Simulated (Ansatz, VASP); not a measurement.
CdSe in VASP and in Ansatz

```
Cd Se
1.0
     0.00000    3.07027    3.13168
     3.07027    0.00000    3.13168
     3.07027    3.07027    0.00000
Cd Se
1 1
Direct
  0.00000 0.00000 0.00000
  0.25000 0.25000 0.25000
```

Change from the starting cell: zz strain of +2 %, crystal datasets.

Alike in both runs: task electric field gradients; functional LDA; k mesh 8 × 8 × 8; occupations fermi-dirac, width 0.03 eV; no spin polarisation.

|  | VASP | Ansatz |
| --- | --- | --- |
| version | VASP 6.6.1 | Ansatz 0.2.0 |
| potentials or method | VASP PAW LDA potentials, release 64 (Cd, Se), cutoff 520 eV | all-electron PAW with datasets made for the crystal, scalar-relativistic |

|  | VASP | Ansatz | Ansatz less VASP |
| --- | --- | --- | --- |
| pressure (GPa) | -3.7 | -4.0 | -0.33 |
| largest component of the traceless stress (GPa) | 0.30 | 0.31 | +0.005 |
| Vzz of the field gradient on the site that differs most (V/Å²) | 7.9 | 8.2 | +0.27 |

Ansatz ran all-electron here, so the differences hold the error of VASP's frozen core and of both bases. Ansatz warned: «gradients_without_spin_orbit».
